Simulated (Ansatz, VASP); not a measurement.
# One calculation of CdSe, two programs

```
Cd Se
1.0
     0.00000    2.87396    2.87396
     2.87396    0.00000    2.87396
     2.87396    2.87396    0.00000
Cd Se
1 1
Direct
  0.00000 0.00000 0.00000
  0.50870 0.50870 0.49130
```

Change from the starting cell: all Se atoms moved -0.050 Å, as atom 2 towards its neighbour atom 1 (Cd) at 2.874 Å.

Alike in both runs: task single point; functional LDA; k mesh 14 × 14 × 14; occupations gaussian, width 0.15 eV; no spin polarisation.

```csv
,VASP,Ansatz
version,VASP 6.6.1,Ansatz 0.2.0
potentials or method,"VASP PAW LDA potentials, release 64 (Cd, Se)","scalar-relativistic, plane waves, PAW"
plane-wave cutoff (eV),520,420
valence electrons in the cell,18,36
```

Ansatz gave:

| Quantity | Value |
| --- | --- |
| gap on the k mesh at the Fermi level (eV) | none |
| pressure (GPa) | -6.0 |
| largest component of the traceless stress (GPa) | 0.12 |
| rms of the force components (eV/Å) | 0.017 |

Question: What did VASP give for the same quantities?

Answer: gap on the k mesh at the Fermi level (eV): none; pressure (GPa): -5.6; largest component of the traceless stress (GPa): 0.12; rms of the force components (eV/Å): 0.021.

Atom by atom the forces differ by 0.003 eV/Å (rms over components). A gap of «none» marks a metal or a gap that the smearing closes. The two sets of potentials don't hold the same shells in valence.
